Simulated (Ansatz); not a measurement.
# B3As: the cost of one run

Method: DFT PBE, scalar-relativistic, plane waves, PAW, in Ansatz 0.2.0.

### Step 1. The system as given

It takes space group Cm (No. 8, monoclinic). The conventional cell has a = 9.386 Å, b = 3.538 Å, c = 6.335 Å, α = 90.00°, β = 112.85°, γ = 90.00°. B (site symmetry 1) has 3 B at 1.73 to 1.81 Å as nearest neighbours. B (site symmetry 1) has 3 B at 1.74 to 1.78 Å as nearest neighbours. B (site symmetry m) is surrounded by 3 B at 1.66 to 1.74 Å. As (site symmetry m) has 5 B at 2.05 to 2.14 Å as nearest neighbours. As (site symmetry m) is surrounded by 5 B at 2.02 to 2.14 Å.

Structure file:

```cif
data_structure
_symmetry_space_group_name_H-M 'Cm'
_symmetry_Int_Tables_number 8
_cell_length_a 9.3856
_cell_length_b 3.5379
_cell_length_c 6.3348
_cell_angle_alpha 90.000
_cell_angle_beta 112.853
_cell_angle_gamma 90.000
_cell_volume 193.84
loop_
_atom_site_label
_atom_site_type_symbol
_atom_site_symmetry_multiplicity
_atom_site_Wyckoff_symbol
_atom_site_fract_x
_atom_site_fract_y
_atom_site_fract_z
_atom_site_occupancy
B1 B 4 b 0.56538 0.74394 0.24372 1
B2 B 4 b 0.53470 0.75102 0.76301 1
B3 B 2 a 0.90445 0.00000 0.05860 1
B4 B 2 a 0.88187 0.00000 0.78609 1
As1 As 2 a 0.65349 0.00000 0.56873 1
As2 As 2 a 0.69291 0.00000 0.07286 1
```

The cell was relaxed beforehand at this level, from a generated guess; it needn't be the stable form of this composition. At a tolerance of 0.05 Å it has space group Cm (No. 8); it has 12.11 Å³/atom, an uncorrected energy of +0.62 eV/atom over the elements.

### Step 2. Static run: bands, density of states and charges

Input file input.yaml:

```yaml
crystal:
  lattice:
    - [4.6927843529, -1.7689707765, -0.0040490022]
    - [4.6927843529, 1.7689707765, -0.0040490022]
    - [-2.4552085792, 0.0, 5.8396726897]
  atoms:
    - { symbol: B, position: [0.821444023, 0.3093158187, 0.2437219867] }
    - { symbol: B, position: [0.7836766689, 0.2857172598, 0.7630096416] }
    - { symbol: B, position: [0.9044515732, 0.9044515732, 0.0586015514] }
    - { symbol: B, position: [0.8818663568, 0.8818663568, 0.7860918097] }
    - { symbol: B, position: [0.3093158187, 0.821444023, 0.2437219867] }
    - { symbol: B, position: [0.2857172598, 0.7836766689, 0.7630096416] }
    - { symbol: As, position: [0.6534888999, 0.6534888999, 0.5687332207] }
    - { symbol: As, position: [0.6929080545, 0.6929080545, 0.0728619402] }
basis:
  ecutwfc: 420
kpoints:
  mp_grid: { grid: [12, 12, 6] }
  band_path:
    path:
      - [[0.0, 0.0, 0.0], [-0.29183363, 0.29183363, 0.0]]
      - [[-0.70816637, -0.29183363, 0.0], [-0.5, -0.5, 0.0], [0.0, 0.0, 0.0], [-0.5, -0.5, 0.5], [-0.73223756, -0.26776244, 0.5]]
      - [[-0.26776244, 0.26776244, 0.5], [0.0, 0.0, 0.5], [0.0, 0.0, 0.0]]
      - [[-0.5, 0.0, 0.5], [0.0, 0.0, 0.0], [-0.5, 0.0, 0.0]]
    npoints: 14
hamiltonian:
  xc: pbe
scf:
  occupations: { method: gaussian, width: 0.1 }
  n_extra_bands: 20
output:
  forces: true
  stress: true
  eigenvalues: true
  populations: true
  dos: { projected: true, de: 0.02, nscf_kmesh: { grid: [15, 15, 8] } }
  bader: true
  write_density: true
  write_potential: true
  elf: true
  volumetric_format: npy
```

The run is started by

```sh
$ ansatz run input.yaml --threads 1 --pin off --max-ram 2560MiB --backend cpu --events-out ev --progress --plain --runs-dir out
```

Q: Estimate wall time and peak memory on 1 thread of Intel Xeon Platinum 8488C (Sapphire Rapids), shared host.

About 5.9 min, with a peak of 1.4 GiB.
